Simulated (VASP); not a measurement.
# PbS (P-6m2) in VASP: settings compared

The runs below take PbS through single point, relaxation of the atoms, with LDA, rev-vdW-DF2.

All numbers are computed with VASP 6.6.1; they aren't measurements. Logs are shortened: lines on timing, memory, paths and dates and some standing lists are left out, and cuts for length are marked.

### 1 Starting point

The structure is hexagonal, space group P-6m2 (No. 187). The conventional cell has a = 4.090 Å, b = 4.090 Å, c = 3.788 Å, α = 90.00°, β = 90.00°, γ = 120.00°. Pb (site symmetry -6m2) is surrounded by 6 S at 3.03 Å. S (site symmetry -6m2) is surrounded by 6 Pb at 3.03 Å.

Measurements of this composition are mostly on another form, of space group No. 225.

### 2 Single point, LDA

INCAR reads:

```
  PREC = Accurate
  ENCUT = 520
  EDIFF = 1E-6
  ISMEAR = 0
  SIGMA = 0.02
  LREAL = F
  LASPH = T
  NELM = 80
  ALGO = Fast
  ISIF = 2
  LWAVE = F
  LCHARG = F
```

KPOINTS reads:

```
Automatic mesh
0
Gamma
  8 8 7
```

POSCAR reads:

```
PbS
4.0897
    0.999999434359      0.000000000000      0.000000000000
   -0.499999717168      0.866024913930      0.000000000000
    0.000000000000      0.000000000000      0.926270142064
Pb S
1 1
Direct
    0.0000000000      0.0000000000      0.0000000000
    0.6666666667      0.3333333333      0.5000000000
```

Potentials or basis: VASP PAW LDA potentials, release 64 (Pb_d, S).

Started as:

```console
> cat potpaw_LDA.64/Pb_d/POTCAR potpaw_LDA.64/S/POTCAR > POTCAR
> mpirun -np 1 vasp_std > vasp.out
```

OUTCAR:

```text
PREC = Accurate
   ENCUT = 520
   EDIFF = 1E-6
   ISMEAR = 0
   LREAL = F
   LASPH = T
   NELM = 80
   ISIF = 2

 ion  position               nearest neighbor table
   1  0.000  0.000  0.000-   2 3.03   2 3.03   2 3.03   2 3.03   2 3.03   2 3.03
   2  0.667  0.333  0.500-   1 3.03   1 3.03   1 3.03   1 3.03   1 3.03   1 3.03

  LATTYP: Found a hexagonal cell.
 ALAT       =     4.0896976867
 C/A-ratio  =     0.9262706660

  Lattice vectors:

 A1 = (   4.0896976867,   0.0000000000,   0.0000000000)
 A2 = (  -2.0448488433,   3.5417820905,   0.0000000000)
 A3 = (   0.0000000000,   0.0000000000,   3.7881670000)

Analysis of symmetry for initial positions (statically):
=====================================================================
 Subroutine PRICEL returns:
 Original cell was already a primitive cell.

 Routine SETGRP: Setting up the symmetry group for a
 hexagonal supercell.

 Subroutine GETGRP returns: Found 12 space group operations
 (whereof 12 operations were pure point group operations)
 out of a pool of 24 trial point group operations.

The static configuration has the point symmetry D_3h.

Analysis of symmetry for dynamics (positions and initial velocities):
=====================================================================
 Subroutine PRICEL returns:
 Original cell was already a primitive cell.

 Routine SETGRP: Setting up the symmetry group for a
 hexagonal supercell.

 Subroutine GETGRP returns: Found 12 space group operations
 (whereof 12 operations were pure point group operations)
 out of a pool of 24 trial point group operations.

The dynamic configuration has the point symmetry D_3h.

 Subroutine INISYM returns: Found 12 space group operations
 (whereof 12 operations are pure point group operations),
 and found     1 'primitive' translations

----------------------------------------------------------------------------------------

                                     Primitive cell

  volume of cell :      54.8709

  direct lattice vectors                    reciprocal lattice vectors
     4.089697687  0.000000000  0.000000000     0.244516851  0.141171870  0.000000000
    -2.044848843  3.541782090  0.000000000     0.000000000  0.282343740  0.000000000
     0.000000000  0.000000000  3.788167000     0.000000000  0.000000000  0.263979914

  length of vectors
     4.089697687  4.089697687  3.788167000     0.282343740  0.282343740  0.263979914

  position of ions in fractional coordinates (direct lattice)
     0.000000000  0.000000000  0.000000000
     0.666666667  0.333333333  0.500000000

  ion indices of the primitive-cell ions
   primitive index   ion index
                 1           1
                 2           2

----------------------------------------------------------------------------------------

 KPOINTS: Automatic mesh

Automatic generation of k-mesh.
 Grid dimensions read from file:
 generate k-points for:    8    8    7

 Generating k-lattice:

  Cartesian coordinates                     Fractional coordinates (reciprocal lattice)
     0.030564606  0.017646484  0.000000000     0.125000000  0.000000000  0.000000000
     0.000000000  0.035292967  0.000000000     0.000000000  0.125000000  0.000000000
     0.000000000  0.000000000  0.037711416     0.000000000  0.000000000  0.142857143

  Length of vectors
     0.035292967  0.035292967  0.037711416

  Shift w.r.t. Gamma in fractional coordinates (k-lattice)
     0.000000000  0.000000000  0.000000000

 Subroutine IBZKPT returns following result:
 ===========================================

 Found     40 irreducible k-points:

 Following reciprocal coordinates:
            Coordinates               Weight
  0.000000  0.000000  0.000000      1.000000
  0.125000 -0.000000  0.000000      6.000000
  0.250000 -0.000000  0.000000      6.000000
  0.375000 -0.000000  0.000000      6.000000
  0.500000 -0.000000  0.000000      3.000000
  0.125000  0.125000  0.000000      6.000000
[... 16 lines left out ...]
  0.250000 -0.000000  0.285714     12.000000
  0.375000 -0.000000  0.285714     12.000000
 [... further k-points ...]
   k-points           NKPTS =     40   k-points in BZ     NKDIM =     40   number of bands    NBANDS=     14
   number of dos      NEDOS =    301   number of ions     NIONS =      2
   total plane-waves  NPLWV =  25200
   dimension x,y,z NGX =    30 NGY =   30 NGZ =   28
   dimension x,y,z NGXF=    60 NGYF=   60 NGZF=   56
   ions per type =               1   1
   NGX,Y,Z   is equivalent  to a cutoff of  12.19, 12.19, 12.29 a.u.
   NGXF,Y,Z  is equivalent  to a cutoff of  24.39, 24.39, 24.58 a.u.
 SYSTEM =  unknown system
   PREC   = accura    normal or accurate (medium, high low for compatibility)
   ISTART =      0    job   : 0-new  1-cont  2-samecut
   ICHARG =      2    charge: 1-file 2-atom 10-const
   ISPIN  =      1    spin polarized calculation?
   LNONCOLLINEAR =      F non collinear calculations
   LSORBIT =      F    spin-orbit coupling
   LASPH  =      T    aspherical Exc in radial PAW
   ENCUT  =  520.0 eV  38.22 Ry    6.18 a.u.   7.60  7.60  7.04*2*pi/ulx,y,z
   NELM   =     80;   NELMIN=  2; NELMDL= -5     # of ELM steps
   EDIFF  = 0.1E-05   stopping-criterion for ELM
   LREAL  =      F    real-space projection
   EDIFFG = 0.1E-04   stopping-criterion for IOM
   NSW    =      0    number of steps for IOM
   IBRION =     -1    ionic relax: 0-MD 1-quasi-New 2-CG
   NFREE  =      0    steps in history (QN), initial steepest desc. (CG)
   ISIF   =      2    stress and relaxation
   ISYM   =      2    0-nonsym 1-usesym 2-fastsym
   POTIM  = 0.5000    time-step for ionic-motion
   TEBEG  =    0.0;   TEEND  =   0.0 temperature during run
   PSTRESS=    0.0 pullay stress
   NELECT =      20.0000    total number of electrons
   NUPDOWN=      -1.0000    fix difference up-down
   EMIN   =  10.00;   EMAX   =-10.00  energy-range for DOS
   EFERMI =   0.00;   METHOD = LEGACY
   ISMEAR =     0;   SIGMA  =   0.02  broadening in eV -4-tet -1-fermi 0-gaus
   EFERMI_NEDOS =   21; number of points for ismear=-14 and -15
   IALGO  =     68    algorithm
   IMIX   =      4    mixing-type and parameters
     AMIX     =   0.40;   BMIX     =  1.00
     AMIX_MAG =   1.60;   BMIX_MAG =  1.00
  volume/ion in A,a.u.               =      27.44       185.14
  Fermi-wavevector in a.u.,A,eV,Ry     =   1.169421  2.209885 18.606576  1.367545
  Thomas-Fermi vector in A             =   2.305894
   LORBIT       =      0    0 simple, 1 ext, 2 COOP (PROOUT), +10 PAW based schemes
   GGA     = CA    functional components
   LHFCALC =     F    Hartree Fock is set to
   AEXX    =    0.0000 exact exchange contribution
   IVDW    =     0    specifies the selected vdW correction
   LEPSILON=     F    determine dielectric tensor
   LRPA    =     F    only Hartree local field effects (RPA)
 non-spin polarized calculation
 RMM-DIIS sequential band-by-band and
 Gauss-broadening in eV      SIGMA  =   0.02
  energy-cutoff  :      520.00
  volume of cell :       54.87
 maximum number of plane-waves:      1502
   NGX = 15   NGY = 15   NGZ = 15

 number of electron      19.9999998 magnetization

 Free energy of the ion-electron system (eV)
  ---------------------------------------------------
  ext. energy  EPLUGINS =         0.00000000
  ---------------------------------------------------
  free energy    TOTEN  =        -9.67898945 eV

  energy without entropy =       -9.67897346  energy(sigma->0) =       -9.67898146

 E-fermi :   4.9048     XC(G=0):  -9.7888

 val. band max:        4.8702558715   @ k =   0.3750   0.2500   0.0000
 cond. band min:       4.9426870235   @ k =   0.3750   0.2500   0.4286
 fundamental gap:      0.0724311520
 Fermi energy:         4.9047686277

 k-point     1 :       0.0000    0.0000    0.0000
  band No.  band energies     occupation
      1     -11.8866      2.00000
      2     -11.8655      2.00000
      3     -11.8655      2.00000
      4     -11.7664      2.00000
      5     -11.7664      2.00000
      6      -8.1670      2.00000
      7      -1.5366      2.00000
      8       2.7947      2.00000
      9       3.2938      2.00000
     10       3.2938      2.00000
     11       8.3032      0.00000
     12       8.3032      0.00000
     13      10.1327      0.00000
     14      11.3356      0.00000

 k-point     2 :       0.1250   -0.0000    0.0000
  band No.  band energies     occupation
      1     -11.8828      2.00000
      2     -11.8687      2.00000
      3     -11.8561      2.00000
      4     -11.7713      2.00000
      5     -11.7674      2.00000
      6      -8.0430      2.00000
      7      -1.8055      2.00000
      8       2.9159      2.00000
      9       3.1035      2.00000
     10       3.3092      2.00000
     11       7.6694      0.00000
     12       8.6273      0.00000
     13      10.3961      0.00000
     14      10.8714      0.00000

 k-point     3 :       0.2500   -0.0000    0.0000
  band No.  band energies     occupation
      1     -11.8865      2.00000
      2     -11.8637      2.00000
      3     -11.8331      2.00000
      4     -11.7830      2.00000
      5     -11.7700      2.00000
      6      -7.7015      2.00000
      7      -2.4771      2.00000
      8       2.7106      2.00000
      9       3.2381      2.00000
     10       3.2779      2.00000
     11       6.9680      0.00000
     12       9.3286      0.00000
     13       9.9462      0.00000
     14      10.8246      0.00000
[... 324 lines left out ...]
 k-point    23 :       0.2500   -0.0000    0.2857
  band No.  band energies     occupation
      1     -11.8727      2.00000
      2     -11.8293      2.00000
      3     -11.8282      2.00000
      4     -11.8000      2.00000
      5     -11.7915      2.00000
      6      -7.1816      2.00000
      7      -2.9195      2.00000
      8       1.5990      2.00000
      9       3.2549      2.00000
     10       4.1091      2.00000
     11       6.7142      0.00000
     12       8.4316      0.00000
     13       8.8410      0.00000
     14      11.9123      0.00000

 k-point    24 :       0.3750   -0.0000    0.2857
  band No.  band energies     occupation
      1     -11.8850      2.00000
      2     -11.8481      2.00000
      3     -11.8082      2.00000
      4     -11.8025      2.00000
      5     -11.7763      2.00000
      6      -6.8311      2.00000
      7      -2.9373      2.00000
      8       1.1287      2.00000
      9       3.0164      2.00000
     10       3.2549      2.00000
     11       6.3284      0.00000
     12       8.2551      0.00000
     13       9.1887      0.00000
     14      12.1397      0.00000

 [... further k-points ...]

------------------------ aborting loop because EDIFF is reached ----------------------------------------

  FORCE on cell =-STRESS in cart. coord.  units (eV):
  Direction    XX          YY          ZZ          XY          YZ          ZX
  --------------------------------------------------------------------------------------
  -------------------------------------------------------------------------------------
  Total       -1.3677544     -1.3677544     -1.6011737     -0.0000000      0.0000000     -0.0000000
  in kB      -39.9371008    -39.9371008    -46.7527188     -0.0000000      0.0000000     -0.0000000
  external PRESSURE =     -42.2089735 kB  Pullay stress =       0.0000000 kB

 VOLUME and BASIS-vectors are now :
 -----------------------------------------------------------------------------
  energy-cutoff  :      520.00
  volume of cell :       54.87
      direct lattice vectors                 reciprocal lattice vectors
     4.089697687  0.000000000  0.000000000     0.244516851  0.141171870  0.000000000
    -2.044848843  3.541782090  0.000000000     0.000000000  0.282343740  0.000000000
     0.000000000  0.000000000  3.788167000     0.000000000  0.000000000  0.263979914

 POSITION                                       TOTAL-FORCE (eV/Angst)
 -----------------------------------------------------------------------------------
      0.00000      0.00000      0.00000         0.000000      0.000000      0.000000
      2.04485      1.18059      1.89408        -0.000000      0.000000      0.000000
 -----------------------------------------------------------------------------------
    total drift:                               -0.000000      0.000000      0.000000

  FREE ENERGIE OF THE ION-ELECTRON SYSTEM (eV)
  ---------------------------------------------------
  free  energy   TOTEN  =        -9.6789894538 eV

  energy  without entropy=       -9.6789734573  energy(sigma->0) =       -9.67898146
```

Run time: 16 s. Hardware: 1 thread of AMD EPYC 9R45 (Zen 5), shared host; peak memory 0.13 GiB.

What came out:

```yaml
Free_energy: -9.6790 eV
Pressure: -4.2 GPa
Band_gap_on_the_k_mesh: 0.07 eV, indirect (least direct gap 1.56 eV)
```

Caveat: spin-orbit coupling is left out, which as a rule narrows the gap of such compounds by several tenths of an eV; an odd mesh through Γ misses points on the zone boundary, where band edges often lie.

### 3 Single point, LDA

run.py reads:

```python
from ase.calculators.vasp import Vasp
from ase.dft.bandgap import bandgap
from ase.io import read

atoms = read('POSCAR')
calc = Vasp(
    directory='calc',
    xc='lda',
    pp='LDA',
    setups='recommended',
    prec='Accurate',
    encut=520,
    ediff=1e-06,
    ismear=0,
    sigma=0.02,
    lreal=False,
    lasph=True,
    nelm=80,
    algo='Normal',
    isif=2,
    lwave=False,
    lcharg=False,
    kpts=[8, 8, 7],
    gamma=True,
    nbands=17,
)
atoms.calc = calc

print('energy (eV):', atoms.get_potential_energy())
print('free energy (eV):', atoms.get_potential_energy(force_consistent=True))
print('forces (eV/A):')
print(atoms.get_forces())
print('stress (eV/A^3, Voigt):', atoms.get_stress())
print('Fermi level (eV):', calc.get_fermi_level())
gap, top, bottom = bandgap(calc)
print('band gap (eV):', gap, 'from (spin, k, band)', top, 'to', bottom)
```

POSCAR reads:

```
PbS
1.0
    4.0896976867      0.0000000000      0.0000000000
   -2.0448488433      3.5417820905      0.0000000000
    0.0000000000      0.0000000000      3.7881670000
Pb S
1 1
Direct
    0.0000000000      0.0000000000      0.0000000000
    0.6666666667      0.3333333333      0.5000000000
```

Potentials or basis: VASP PAW LDA potentials, release 64 (Pb_d, S).

Started as:

```console
> python run.py
```

It took 18 s on 1 thread of AMD EPYC 9R45 (Zen 5), shared host; peak memory 0.14 GiB.

The run converged. Its results:

```
Free energy            : -9.6790 eV
Pressure               : -4.2 GPa
Band gap on the k mesh : 0.07 eV, indirect (least direct gap 1.56 eV)
```

Stress tensor (GPa, compression positive):
```
-4.01  0.00  0.00
 0.00 -4.01  0.00
 0.00  0.00 -4.69
```

Levels at points of the mesh, in eV from the valence-band top:
| k point | band 7 | band 8 | band 9 | band 10 | band 11 | band 12 | band 13 | band 14 |
| --- | --- | --- | --- | --- | --- | --- | --- | --- |
| (0.00, 0.00, 0.00) | -6.41 | -2.08 | -1.58 | -1.58 | 3.43 | 3.43 | 5.26 | 6.46 |
| (0.50, 0.00, 0.00) | -8.44 | -2.61 | -1.77 | -1.07 | 1.93 | 3.90 | 5.24 | 5.38 |

Caveat: spin-orbit coupling is left out, which as a rule narrows the gap of such compounds by several tenths of an eV; an odd mesh through Γ misses points on the zone boundary, where band edges often lie.

### 4 Relaxation of the atoms, rev-vdW-DF2 (volume scaled by 0.96)

run.py reads:

```python
from ase.calculators.vasp import Vasp
from ase.io import read
from ase.optimize import BFGS

atoms = read('PbS.xyz')
calc = Vasp(
    directory='calc',
    xc='rev-vdw-df2',
    pp='PBE',
    setups='recommended',
    prec='Accurate',
    encut=520,
    ediff=1e-06,
    ismear=2,
    sigma=0.02,
    lreal=False,
    lasph=True,
    nelm=80,
    algo='Normal',
    isif=2,
    lwave=False,
    lcharg=False,
    kpts=[8, 8, 7],
    gamma=True,
)
atoms.calc = calc
opt = BFGS(atoms, trajectory='relax.traj')
converged = opt.run(fmax=0.01, steps=40)
print('converged:', converged)

print('energy (eV):', atoms.get_potential_energy())
print('free energy (eV):', atoms.get_potential_energy(force_consistent=True))
print('forces (eV/A):')
print(atoms.get_forces())
print('stress (eV/A^3, Voigt):', atoms.get_stress())
print('Fermi level (eV):', calc.get_fermi_level())
print('cell (A, degrees):', atoms.cell.cellpar())
print('volume (A^3):', atoms.get_volume())
print('scaled positions:')
print(atoms.get_scaled_positions())
```

PbS.xyz reads:

```xyz
2
Lattice="4.0344247261 0.0000000000 0.0000000000 -2.0172123630 3.4939143025 0.0000000000 0.0000000000 0.0000000000 3.7369692780" Properties=species:S:1:pos:R:3 pbc="T T T"
Pb     0.0000000000      0.0000000000      0.0000000000
S      2.0172123633      1.1646381007      1.8684846390
```

Potentials or basis: VASP PAW PBE potentials, release 64 (Pb_d, S).

Started as:

```console
> python run.py
```

It took 32 s on 1 thread of AMD EPYC 9R45 (Zen 5), shared host; peak memory 0.33 GiB.

Results (log left out):

- Free energy: -4.4493 eV
- Pressure after relaxing: 0.8 GPa
- Band gap on the k mesh: none (metal or under the smearing width)

Stress tensor (GPa, compression positive):
```
0.35 0.00 0.00
0.00 0.35 0.00
0.00 0.00 1.65
```

Final structure:
```
Pb S
1.0
     4.03442    0.00000    0.00000
    -2.01721    3.49391    0.00000
     0.00000    0.00000    3.73697
Pb S
1 1
Direct
  0.00000 0.00000 0.00000
  0.66667 0.33333 0.50000
```

Levels at points of the mesh, in eV from the Fermi level:
```csv
k point,band 7,band 8,band 9,band 10,band 11,band 12,band 13,band 14
"(0.00, 0.00, 0.00)",-6.36,-2.24,-1.72,-1.72,3.49,3.49,5.31,6.74
"(0.50, 0.00, 0.00)",-8.60,-2.80,-1.83,-1.19,2.01,4.01,5.44,5.46
```

Caveat: the relaxation stopped at its first step, so nothing moved; the PAW data sets were made with another functional, which shifts forces and pressure a little.

### 5 The reference run

An earlier run on the cell as given: functional PBE; potentials or basis VASP PAW PBE potentials, release 64 (Pb_d, S); cutoff 520 eV; k mesh 8 × 8 × 7; occupations fermi-dirac, width 0.05 eV; no spin polarisation.

* Pressure: 0.0 GPa
* Band gap on the k mesh: 0.21 eV, indirect (least direct gap 1.65 eV)

### 6 Overview

```csv
task,level,potentials or basis,cell,smearing,optimiser,other keys,gap on the mesh (eV),pressure (GPa)
single point,LDA,"VASP PAW LDA potentials, release 64 (Pb_d, S)",as given,gaussian 0.02 eV,-,-,0.07,-4.2
relaxation of the atoms,rev-vdW-DF2,"VASP PAW PBE potentials, release 64 (Pb_d, S)",atoms relaxed from: volume scaled by 0.96,methfessel-paxton 2 0.02 eV,BFGS,ISMEAR = 2; SIGMA = 0.02,none,0.8
single point,PBE,"VASP PAW PBE potentials, release 64 (Pb_d, S)",as given,fermi-dirac 0.05 eV,-,-,0.21,0.0
```

Alike in all rows: no spin polarisation; k mesh 8 × 8 × 7; cutoff (eV) 520.

Caveats: spin-orbit coupling is left out, which as a rule narrows the gap of such compounds by several tenths of an eV (some runs); an odd mesh through Γ misses points on the zone boundary, where band edges often lie (some runs); the relaxation stopped at its first step, so nothing moved (some runs); the PAW data sets were made with another functional, which shifts forces and pressure a little (some runs).

Total energies depend on the potentials used, so only differences within one code and one set of settings carry meaning.
